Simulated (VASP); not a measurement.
Calculation: AM05 GGA, VASP's PBE PAW potentials (set 64) (plane waves; VASP 6.6.1).

VASP input:

**INCAR**
```
LCHARG = .FALSE.
GGA = AM   # AM05
NSW = 60   # most ionic steps
ISMEAR = 0   # Gaussian
ISIF = 3   # ions, shape and volume
ALGO = Normal   # blocked Davidson
SYSTEM = CaF2
LASPH = .TRUE.   # aspherical one-centre terms
IBRION = 2   # conjugate gradients
LREAL = .FALSE.   # projection in real space or not
EDIFFG = -0.02   # ionic stop
LWAVE = .FALSE.
PREC = Accurate
EDIFF = 1E-6
SIGMA = 0.05   # width (eV)
NELM = 100   # most electronic steps
ENCUT = 520   # plane-wave cut-off (eV)
```

**KPOINTS**
```
Automatic mesh
0
Gamma
6 6 6
0 0 0
```

POSCAR:
```
CaF2
1.0
  0.0000000000   2.7300000000   2.7300000000
  2.7300000000   0.0000000000   2.7300000000
  2.7300000000   2.7300000000   0.0000000000
Ca F
1 2
Direct
  0.0000000000   0.0000000000   0.0000000000
  0.2500000000   0.2500000000   0.2500000000
  0.7500000000   0.7500000000   0.7500000000
```

POTCAR, in this order: Ca_sv F (PBE.64 set). Program: vasp_std.

What VASP printed:

### OSZICAR
```
       N       E                     dE             d eps       ncg     rms          rms(c)
DAV:   1     0.223544401033E+03    0.22354E+03   -0.13912E+04   512   0.152E+03
DAV:   2    -0.796913439339E+01   -0.23151E+03   -0.22490E+03   648   0.388E+02
DAV:   3    -0.180952797113E+02   -0.10126E+02   -0.10120E+02   608   0.922E+01
DAV:   4    -0.184203777964E+02   -0.32510E+00   -0.32499E+00   864   0.132E+01
DAV:   5    -0.184222159528E+02   -0.18382E-02   -0.18381E-02   592   0.963E-01    0.739E+00
DAV:   6    -0.173614682837E+02    0.10607E+01   -0.58209E+00   544   0.174E+01    0.314E+00
DAV:   7    -0.173704995528E+02   -0.90313E-02   -0.16627E-01   680   0.375E+00    0.166E+00
DAV:   8    -0.173979326720E+02   -0.27433E-01   -0.36541E-02   632   0.228E+00    0.195E-01
DAV:   9    -0.174041574583E+02   -0.62248E-02   -0.10028E-02   648   0.766E-01    0.150E-01
DAV:  10    -0.174053056742E+02   -0.11482E-02   -0.22173E-03   584   0.358E-01    0.262E-02
DAV:  11    -0.174053170647E+02   -0.11390E-04   -0.11742E-04   736   0.890E-02    0.124E-02
DAV:  12    -0.174053307322E+02   -0.13668E-04   -0.29418E-05   560   0.432E-02    0.404E-03
DAV:  13    -0.174053310224E+02   -0.29019E-06   -0.42614E-06   664   0.161E-02
   1 F= -.17405331E+02 E0= -.17405331E+02  d E =-.174053E+02
```

**OUTCAR**
```
------------------------ aborting loop because EDIFF is reached ----------------------------------------
  FORCE on cell =-STRESS in cart. coord.  units (eV):
  Direction    XX          YY          ZZ          XY          YZ          ZX
  --------------------------------------------------------------------------------------
  Total       -0.0367900     -0.0367900     -0.0367900      0.0000000      0.0000000     -0.0000000
  in kB       -1.4485125     -1.4485125     -1.4485125      0.0000000      0.0000000     -0.0000000
  external PRESSURE =      -1.4485125 kB  Pullay stress =       0.0000000 kB
  volume of cell :       40.69
      direct lattice vectors                 reciprocal lattice vectors
     0.000000000  2.730000000  2.730000000    -0.183150183  0.183150183  0.183150183
     2.730000000  0.000000000  2.730000000     0.183150183 -0.183150183  0.183150183
     2.730000000  2.730000000  0.000000000     0.183150183  0.183150183 -0.183150183
 POSITION                                       TOTAL-FORCE (eV/Angst)
 -----------------------------------------------------------------------------------
      0.00000      0.00000      0.00000        -0.000000     -0.000000     -0.000000
      1.36500      1.36500      1.36500        -0.000000     -0.000000     -0.000000
      4.09500      4.09500      4.09500         0.000000      0.000000      0.000000
 -----------------------------------------------------------------------------------
    total drift:                                0.000000     -0.000000      0.000000
  FREE ENERGIE OF THE ION-ELECTRON SYSTEM (eV)
  ---------------------------------------------------
  free  energy   TOTEN  =       -17.4053310224 eV

  energy  without entropy=      -17.4053310224  energy(sigma->0) =      -17.40533102

 reached required accuracy - stopping structural energy minimisation
```
(Selected blocks of OUTCAR.)

The compound is CaF2 in the fluorite structure. The cell was not relaxed at this level. The start is the result of an earlier pass.
